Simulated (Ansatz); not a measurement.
PbF2 (Fluorocronite):

```
CELL_PARAMETERS angstrom
0.00000 2.96366 2.96366
2.96366 0.00000 2.96366
2.96366 2.96366 0.00000
ATOMIC_POSITIONS crystal
Pb 0.00000 0.00000 0.00000
F 0.75000 0.75000 0.75000
F 0.25000 0.25000 0.25000
```

Program: Ansatz 0.2.0. Alike in all runs: task band structure; potentials or basis Ansatz PAW; cell as given; smearing fermi-dirac 0.05 eV.

**Question.** Order these runs on this cell by their band gap on the k mesh, lowest first.
A. level r2SCAN; spin off; k mesh 8 × 8 × 8; cutoff (eV) 500
B. level PBEsol; spin SOC, no magnetisation; k mesh 6 × 6 × 6; cutoff (eV) 420
C. level revPBE; spin off; k mesh 8 × 8 × 8; cutoff (eV) 420

**Answer.** B (3.96 eV), C (4.52 eV), A (4.93 eV).

Caveats: spin-orbit coupling is left out, which as a rule narrows the gap of such compounds by several tenths of an eV (some runs).

Runs at the PBE level aren't shown here.
